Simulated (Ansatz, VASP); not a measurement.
## One calculation of Ce, two programs

```xyz
2
Lattice="3.1635 0.0000 0.0000 -1.5818 2.7397 0.0000 0.0000 0.0000 5.8662" Properties=species:S:1:pos:R:3 pbc="T T T"
Ce    0.0000    1.8265    1.4665
Ce    1.5818    0.9132    4.3996
```

This isn't the form of Ce at room conditions, which is fcc.

Alike in both runs: task single point; functional LDA; k mesh 15 × 15 × 7; occupations fermi-dirac, width 0.05 eV; no spin polarisation.

|  | VASP | Ansatz |
| --- | --- | --- |
| version | VASP 6.6.1 | Ansatz 0.2.0 |
| potentials or method | VASP PAW LDA potentials, release 64 (Ce), cutoff 520 eV | all-electron LAPW, scalar-relativistic |

```tsv
	VASP	Ansatz	Ansatz less VASP
pressure (GPa)	-5.1	-4.7	+0.43
largest component of the traceless stress (GPa)	0.30	0.34	+0.037
```

Ansatz ran all-electron here, so the differences hold the error of VASP's frozen core and of both bases.

Spin-orbit coupling is left out, which matters for the levels of Ce. Spin polarisation is off, so any magnetic state and its effect on volume and gap are missing.
